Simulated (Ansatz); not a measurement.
The system is AgCl (Chlorargyrite).

```xyz
2
Lattice="0.0000 2.7350 2.7350 2.7350 0.0000 2.7350 2.7350 2.7350 0.0000" Properties=species:S:1:pos:R:3 pbc="T T T"
Ag    0.0000    0.0000    0.0000
Cl    2.7350    2.7350    2.7350
```

Base run:

* Program: Ansatz 0.2.0
* Functional: BLYP
* Potentials or basis: Ansatz PAW
* Cutoff: 420 eV
* Density cutoff: 1680 eV
* k mesh: 5 × 5 × 5
* Occupations: fermi-dirac, width 0.05 eV
* Spin: no spin polarisation

Its results: band gap on the k mesh 1.13 eV, indirect (least direct gap 3.42 eV); pressure 8.1 GPa.

The run is repeated on the same cell with these changes: functional from BLYP to r2SCAN; cutoff from 420 eV to 500 eV; density cutoff from 1680 eV to 2000 eV. What comes out?

Band gap on the k mesh 1.64 eV, indirect (least direct gap 4.05 eV); pressure 2.3 GPa.

r2SCAN gives the wider gap, since meta-GGAs in the generalised Kohn-Sham scheme recover part of the derivative discontinuity.

Caveats: odd divisions of the mesh miss points on the zone boundary, where band edges often lie, so the gap on the mesh can be too wide; the PAW data sets come from PBE, with cores solved anew for the run's functional, which leaves a small shift of forces and pressure; the density of states is complete only up to the lowest level of the last band computed; the potentials were made for another functional, which shifts forces and pressure (some runs).

A k mesh can miss the band edges.

Not every run made on this cell is shown here.
